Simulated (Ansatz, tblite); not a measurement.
# NaI with GFN2-xTB from a Python script

These are simulated results from tblite 0.8.0, not measurements. The cell was built from a prototype and was relaxed with r2SCAN in plane waves (Ansatz 0.2.0). Not every such cell is a known phase. All runs are without spin polarisation.

It is cubic, Pm-3m (No. 221); conventional cell a = 4.041 Å, 32.98 Å³ an atom. Na is surrounded by 8 I at 3.50 Å; I is surrounded by 8 Na at 3.50 Å.

tblite solves periodic systems at the zone centre alone, so the script builds a cluster of 3×3×3 conventional cells (54 atoms), which folds in a coarse mesh of k points.

The script, run.py:

```python
import json
from ase import Atoms
from ase.build import make_supercell
from ase.units import Bohr, GPa, Hartree
from tblite.interface import Calculator

atoms = Atoms(['Na', 'I'],
              cell=[[4.040537, 0.0, -0.0], [0.0, 4.040537, 0.0], [-0.0, 0.0, 4.040537]],
              scaled_positions=[[0.0, -0.0, 0.0], [0.5, 0.5, 0.5]],
              pbc=True)
cluster = make_supercell(atoms, [[3, 0, 0], [0, 3, 0], [0, 0, 3]])
calc = Calculator('GFN2-xTB', cluster.numbers, cluster.positions / Bohr, lattice=cluster.cell[:] / Bohr, periodic=cluster.pbc)
calc.set('temperature', 0.02 / Hartree)
calc.set('max-iter', 150)
res = calc.singlepoint()
levels = res.get('orbital-energies') * Hartree
nv = round(res.get('orbital-occupations').sum() / 2)
cells = len(cluster) // len(atoms)
out = {'energy_per_cell': res.get('energy') * Hartree / cells, 'homo': levels[nv - 1], 'lumo': levels[nv],
       'stress': (-res.get('virial') * Hartree / cluster.get_volume() / GPa).tolist(), 'charges': res.get('charges')[:len(atoms)].tolist(), 'electrons': 2 * nv / cells}
json.dump(out, open('results.json', 'w'))
for key, value in out.items():
    print(key, value)
```

Command: `python run.py`. It took 3.9 s on 1 thread of Arm Neoverse V1, on a shared host, peak memory 0.11 GiB.

Output:

```
------------------------------------------------------------
  cycle        total energy    energy error   density error
------------------------------------------------------------
      1     -109.2868529231  -1.0934188E+02   3.0794393E-01
      2     -111.4386526685  -2.1517997E+00   1.4045645E-01
      3     -111.8390380518  -4.0038538E-01   6.2615058E-02
      4     -111.9806489896  -1.4161094E-01   5.3736907E-02
      5     -112.1034610732  -1.2281208E-01   8.5749715E-03
      6     -112.1064035476  -2.9424744E-03   4.5082013E-03
      7     -112.1074519139  -1.0483663E-03   2.2639320E-05
      8     -112.1074511050   8.0887801E-07   1.3013131E-04
      9     -112.1074518983  -7.9324937E-07   2.7108315E-05
     10     -112.1074519335  -3.5249769E-08   1.4870040E-06
------------------------------------------------------------

 total:                                   3.287 sec
energy_per_cell -112.98515373229363
homo -11.045040888924975
lumo -4.283264917411931
stress [[3.540334933291051, -5.191663269003261e-06, -5.191741646177354e-06], [-5.1916632689920636e-06, 3.5403349332907665, -5.1916845058180125e-06], [-5.191741646169834e-06, -5.191684505811798e-06, 3.540334933291692]]
charges [0.5347922818236956, -0.5348057380175123]
electrons 8.0
```

The cycle table is in hartree for the whole cluster, and the lines after it are in eV (the energy for one cell). The printed stress is in GPa and positive in compression, and the pressure is its mean diagonal.

GFN2-xTB gives a gap of 6.76 eV. On the same cell, plane-wave PBE (Ansatz, 6×6×6 k points and the special points) gives a gap of 2.30 eV and r2SCAN a gap of 3.06 eV; on shared hosts these took about 2.3 and 4.7 core-seconds on the 2-atom cell, against 3.9 for the script. Spin-orbit coupling, left out in all these runs, can cut or reorder the gap by tenths of an eV, up to about 1 eV with Pb or Bi. xTB was fitted to molecules, so gaps, charges and pressures of solids can be far off, and the gap also depends on the size of the cluster.

The same script was run on cells scaled at fixed shape and fractional coordinates:

| volume (Å³/atom) | energy (meV/atom) | pressure (GPa, positive in compression) | gap (eV) |
| --- | --- | --- | --- |
| 29.02 | 129.6 | 7.27 | 7.22 |
| 31.00 | 53.5 | 5.15 | 7.42 |
| 32.98 | 0.0 | 3.54 | 6.76 |
| 34.96 | -35.7 | 2.29 | 5.78 |
| 36.94 | -57.8 | 1.44 | 4.99 |

The minimum lies beyond the largest of these volumes.

xTB was fitted mostly to molecules, and a small cluster samples few k points, so gaps, pressures and kinks along a curve can be far from a solid's.

No spin-orbit coupling is included; it can move band edges with weight on the heavy atoms by tenths of an eV.
